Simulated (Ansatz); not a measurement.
CsH (zincblende): gap against strain (uniaxial along z, other directions held)

CsH in the zincblende structure, relaxed with r2SCAN in the plane-wave code Ansatz, then strained (uniaxial along z, other directions held; changes of length per length, axes as in the cell below) with the atoms relaxed again within the symmetry that is left. It is cubic, F-43m (No. 216); a = 6.990 Å in the conventional setting, 42.70 Å³ an atom. Cs has 4 H at 3.03 Å; H has 4 Cs at 3.03 Å. Note: simulated data, non-magnetic, for a generated structure that need not be the stable one.

```xyz
2
Lattice="0.0000 3.4952 3.4952 3.4952 0.0000 3.4952 3.4952 3.4952 0.0000" Properties=species:S:1:pos:R:3 pbc="T T T"
Cs    0.0000    0.0000    0.0000
H     1.7476    1.7476    1.7476
```

Gaps are the least over each mesh (HSE06 4×4×4 when unstrained) and the special points, which keep their unstrained names; stress is the change from the unstrained cell, compression positive.

| strain (%) | gap, HSE06 (eV) | edges, HSE06 | stress along the strain, r2SCAN (GPa) | energy rise, r2SCAN (meV/atom) |
| --- | --- | --- | --- | --- |
| -2.22 | 3.756 | W → X | +0.14 | 0.5 |
| 0.0 | 3.781 | W → X | 0.00 | 0.0 |
| +0.37 | 3.779 | W → X | – | – |
| +3.17 | 3.763 | W → X | – | – |

Between zero and the nearest strains the slope of the HSE06 gap against strain is +0.011 eV per percent for negative and -0.005 for positive strain; it falls either way, as happens when edge states split or other valleys take over.

Spin-orbit coupling is left out.

The meshes of the hybrids are coarse, so their gaps aren't converged to the digits shown.
